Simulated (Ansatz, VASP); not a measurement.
# W: VASP beside Ansatz

Contents of INCAR:

```
SYSTEM = W
ALGO = Normal ; EDIFF = 1E-6
ENCUT = 520 ; GGA = PE
ISIF = 2 ; ISMEAR = 0
LASPH = .True. ; LCHARG = .False.
LREAL = .False. ; LWAVE = .False.
NBANDS = 13 ; NELM = 80
PREC = Accurate ; SIGMA = 0.05
```

File KPOINTS:

```
k-points
0
Gamma
  18 18 18
  0 0 0
```

Contents of POSCAR:

```
W
1.0
   -1.5823450000      1.5823450000      1.5823450000
    1.5823450000     -1.5823450000      1.5823450000
    1.5823450000      1.5823450000     -1.5823450000
W
1
Direct
    0.0000000000      0.0000000000      0.0000000000
```

Input for Ansatz:

```yaml
crystal:
  lattice:
    - [-1.582345, 1.582345, 1.582345]
    - [1.582345, -1.582345, 1.582345]
    - [1.582345, 1.582345, -1.582345]
  atoms:
    - { symbol: W, position: [0.0, 0.0, 0.0] }
basis:
  ecutwfc: 420
kpoints:
  mp_grid: { grid: [18, 18, 18] }
hamiltonian:
  xc: pbe
scf:
  occupations: { method: gaussian, width: 0.05 }
output:
  forces: true
  eigenvalues: true
  eigenstates:
    nscf_kmesh: { grid: [34, 34, 34] }
    top_band: c6
    de_dk: true
    localisation: false
  stress: true
checkpoint:
  write: ck
  compress: false
  write_wavefunctions: false
  write_every: 100000
```

Alike in both runs: task single point; functional PBE; k mesh 18 × 18 × 18; occupations gaussian, width 0.05 eV; no spin polarisation.

```csv
,VASP,Ansatz
version,VASP 6.6.1,Ansatz 0.2.0
potentials or method,"VASP PAW PBE potentials, release 64 (W_sv)","scalar-relativistic, plane waves, PAW"
plane-wave cutoff (eV),520,420
valence electrons in the cell,14,14
```

VASP gave:

```
pressure (GPa) : 6.2
```

Question: Estimate Ansatz's values.

Answer: Pressure (GPa): 5.6.

Spin-orbit coupling is left out, which matters for the levels of W.
